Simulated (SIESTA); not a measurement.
ZnSe (Stilleite):

```xyz
2
Lattice="0.0000 2.8338 2.8338 2.8338 0.0000 2.8338 2.8338 2.8338 0.0000" Properties=species:S:1:pos:R:3 pbc="T T T"
Se    4.2507    4.2507    4.2507
Zn    0.0000    0.0000    0.0000
```

Base run:

| Quantity | Value |
| --- | --- |
| Program | SIESTA 5.4.2 |
| Functional | LDA |
| Potentials or basis | PseudoDojo 0.4 standard (LDA files) |
| Basis | DZP (energy shift 0.003 Ry; two zetas on semicore shells) |
| Grid cutoff | 800 Ry |
| Energy shift | 0.003 Ry |
| k mesh | 8 × 8 × 8 |
| Occupations | fermi-dirac, width 0.05 eV |
| Spin | no spin polarisation |

Its results: band gap on the k mesh 1.34 eV, direct; pressure -3.0 GPa.

Q: The run is repeated on the same cell with these changes: functional from LDA to PBEsol; potentials or basis from PseudoDojo 0.4 standard (LDA files) to PseudoDojo 0.4 standard (PBEsol files). What comes out?

A: Band gap on the k mesh 1.47 eV, direct; pressure -0.8 GPa.

Caveats: short orbitals over semicore shells can move pressures by several GPa; the valence orbitals were made in a potential fitted to the semicore shell under them, which widens gaps by tenths of an eV or more; the basis of atomic orbitals isn't converged, which shifts pressures, moduli and gaps.
